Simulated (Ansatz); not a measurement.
Given:

CsCl:
```
CELL_PARAMETERS angstrom
      4.14041     0.00000     0.00000
      0.00000     4.14041     0.00000
      0.00000     0.00000     4.14041
ATOMIC_POSITIONS crystal
  Cs 0.00000 0.00000 0.00000
  Cl 0.50000 0.50000 0.50000
```

This is the r²SCAN-relaxed structure.

Problem. All from r²SCAN (plane waves, PAW; program Ansatz), unless another level is named. Give the hole effective mass with spin–orbit coupling, band 2 of 2 at the edge.

Solution. 0.85 along [100], 0.87 along [110], 0.88 along [111] (mₑ).

Problem. Give the formation energy from the elements (no fitted shifts).

Solution. -2.19 eV/atom.

Problem. And the hole effective mass with spin–orbit coupling, band 1 of 2 at the edge?

Solution. 3.8 along [100], 3.3 along [110], 3.2 along [111] (mₑ).

Problem. Next, the electron effective mass, band 1 of 2 at the edge?

Solution. 1.3 along [100], 0.78 along [110], 0.56 along [111] (mₑ).

Problem. Give the weight of the valence-edge state by species (Voronoi cells).

Solution. Cl 95 %, Cs 5 %.

Space group Pm-3m (CsCl type). The cell was relaxed with r²SCAN under the symmetry of its start. The references are the lowest solids computed at this level, not always the standard phases (solids in place of the gases). Spin–orbit coupling is left out wherever it is not named.

Potentials: the later of the program's two PAW sets.

Edges and masses are those of Kohn–Sham bands, whose gap is no quasiparticle gap.
